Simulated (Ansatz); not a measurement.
NaCl (started from an entry of an open crystallographic database), relaxed with r2SCAN: space group Fm-3m (No. 225), cubic; a = 5.605 Å in the conventional setting, 22.02 Å³ an atom. Around Na lie 6 Cl at 2.80 Å; around Cl lie 6 Na at 2.80 Å. One-shot G0W0@PBE in Ansatz 0.2.0 on a 4×4×4 mesh (contour deformation, no spin-orbit coupling), from a PBE gap of 5.178 eV over the mesh points (the G0W0 gap is direct on the mesh); the number N of bands summed and the screening cutoff rise together. Calculated for a static, non-magnetic cell.

```tsv
N	cutoff (eV)	1000/N	G0W0 gap (eV)
79	80	12.658	7.770
173	140	5.780	7.940
```

Task: Lay a straight line in 1000/N through these rows.

Result: The slope is -0.0247 eV per unit of 1000/N and the intercept 8.083 eV.

Task: Predict the gap at N = 312 (210 eV).

Result: 8.083 + (-0.0247) × 3.205 = 8.004 eV; the run gives 8.039 eV, +0.035 eV from the line.

Task: With that run's result added, what limit do the last two rows suggest?

Result: Their slope is (8.039 − 7.940)/(3.205 − 5.780) = -0.0384, which meets 1/N = 0 at 8.16 eV, against 8.083 eV from the first line. The slope steepens, so 1/N isn't yet asymptotic and the true limit probably lies higher still; the k mesh isn't extrapolated.
